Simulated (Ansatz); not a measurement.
Runs of Ansatz 0.2.0 on CoPdO2. The structure is trigonal, space group R-3m (No. 166). Conventional cell: a = 2.863 Å, b = 2.863 Å, c = 17.873 Å, α = 90.00°, β = 90.00°, γ = 120.00°. Around Pd (site symmetry -3m) lie 2 O at 2.01 Å. Around Co (site symmetry -3m) lie 6 O at 1.92 Å. O (site symmetry 3m) is surrounded by 3 Co at 1.92 Å and 1 Pd at 2.01 Å. The cell is a database's computed one.

```csv
task,level,potentials or basis,spin,k mesh,cutoff (eV),basis error allowed,pressure (GPa),V0 of scaled cells (Å³/atom),B0 (GPa),largest force (eV/Å)
single point,PBEsol,"all-electron LAPW, scalar-relativistic",off,11 × 11 × 11,418,0.002 eV/atom,-10.7,-,-,(b)
band structure,PBEsol,"all-electron LAPW, relativistic spinors","non-collinear, ferromagnetic start, SOC",8 × 8 × 8,418,0.002 eV/atom,-10.2,-,-,(a)
equation of state,PBEsol,"all-electron LAPW, scalar-relativistic","collinear, ferromagnetic start",11 × 11 × 11,-,0.001 eV/atom,-,10.07,245,-
equation of state,PBE,"all-electron LAPW, scalar-relativistic","collinear, ferromagnetic start",11 × 11 × 11,-,0.001 eV/atom,-,(c),212,-
```

Alike in all rows: cell as given; smearing fermi-dirac 0.05 eV.

Estimate the missing entries.

(a) 0.27; (b) 0.24; (c) 10.52.

Caveats: the cell was scaled at fixed shape and fractional positions, which overstates the stiffness of a crystal with free parameters, most of all of layers and chains (some runs); an odd number of electrons without spin polarisation forces a metal (some runs); a magnetic or distorted state may lie lower (some runs); the k mesh is thin for a metal, which can move the energy by tens of meV per atom (some runs); the magnetic state may not be the lowest (some runs).

Not every run made on this cell is shown here.
